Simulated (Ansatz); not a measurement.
Consider a crystal of HfC in space group F-43m (No. 216), with Hf on 4c; C on 4a. Recipe of this trial structure of HfC: ordered vacancies on the cation sites of antifluorite (occupants of the shared sites, in ratio, Hf: 1, vacant: 1).

All numbers below come from Ansatz 0.2.0, DFT PBE, scalar-relativistic, plane waves, PAW. Cutoff 420 eV, Γ-centred mesh, Gaussian smearing, no spin polarisation.

The zero of energy is the elements' standard structures at the same level; no fitted shifts are applied.

Problem. Which cell and coordinates does it relax to?

Solution.

Space group F-43m (No. 216). a = 5.045 Å, b = 5.045 Å, c = 5.045 Å, α = 90.00°, β = 90.00°, γ = 90.00°
```tsv
atom	site	symmetry	x	y	z
Hf	4c	-43m	0.2500	0.2500	0.2500
C	4a	-43m	0.0000	0.0000	0.0000
```

It has the zinc blende type. Around Hf lie 4 C at 2.18 Å; C has 4 Hf at 2.18 Å.

Problem. And its energy and gap?

Solution. The energy over the elements is −0.283 eV/atom and the gap on the 12×12×12 mesh of the 2-atom cell is 0.29 eV. Whether it is stable depends on the other phases of the system, which aren't compared here.

The last run used Gaussian smearing of 0.02 eV. Spin–orbit coupling, which can matter for Hf, is left out. Kohn–Sham gaps at this level usually fall short of measured ones. The reference form of C is held partly by dispersion forces, which this level lacks. Small gaps are read on the mesh alone, and bands can cross between its points. Symmetry constrained the relaxation, so the result can be a saddle point.
